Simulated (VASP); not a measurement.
Set up this calculation in VASP 6.6.1, as the native input.

| Item | Value |
| --- | --- |
| Task | relaxation of cell and atoms |
| Functional | r2SCAN |
| Potentials or basis | VASP PAW PBE potentials, release 64 (Os) |
| Cutoff | 520 eV |
| k mesh | 18 × 18 × 10 |
| Occupations | gaussian, width 0.1 eV |
| Spin | no spin polarisation |
| Further INCAR settings | ALGO = Normal; EDIFF = 1e-07; IBRION = 2; EDIFFG = -0.002; NSW = 80; ISIF = 3 |

The structure of Os lies in POSCAR:

```
Os
1.0
    2.7341000000      0.0000000000      0.0000000000
   -1.3670500000      2.3678000600      0.0000000000
    0.0000000000      0.0000000000      4.3197000000
Os
2
Direct
    0.3333333300      0.6666666700      0.2500000000
    0.6666666700      0.3333333300      0.7500000000
```

These files were run (other wordings do the same):

INCAR

```
SYSTEM = Os
  ALGO = Normal
  EDIFF = 1E-7
  EDIFFG = -0.002
  ENCUT = 520
  IBRION = 2
  ISIF = 3
  ISMEAR = 0
  LASPH = .True.
  LCHARG = .False.
  LMIXTAU = .True.
  LREAL = .False.
  LWAVE = .False.
  METAGGA = R2SCAN
  NELM = 60
  NSW = 80
  PREC = Accurate
  SIGMA = 0.1
```

KPOINTS

```
k-points
0
Gamma
  18 18 10
  0 0 0
```

Potentials or basis: VASP PAW PBE potentials, release 64 (Os).

Command:

```sh
$ cat potpaw_PBE.64/Os/POTCAR > POTCAR
$ mpirun -np 1 vasp_std > vasp.out
```

Results of the run:

* Relaxed volume: 14.05 Å³/atom
* Relaxed cell: a = 2.738 Å, b = 2.738 Å, c = 4.325 Å, α = 90.00°, β = 90.00°, γ = 120.00°
* Space group after relaxing (to 0.05 Å): P6_3/mmc (No. 194)
* Energy gained by relaxing: 0.4 meV/atom
* Ionic steps: 8
* Pressure after relaxing: 0.0 GPa
* Band gap on the k mesh: none (metal or under the smearing width)

Caveat: the PAW data sets were made with another functional, which shifts forces and pressure a little.

Wall time 8 min on 1 thread of Intel(R) Xeon(R) 6975P-C (Granite Rapids), on a shared host, peak memory 0.2 GiB.
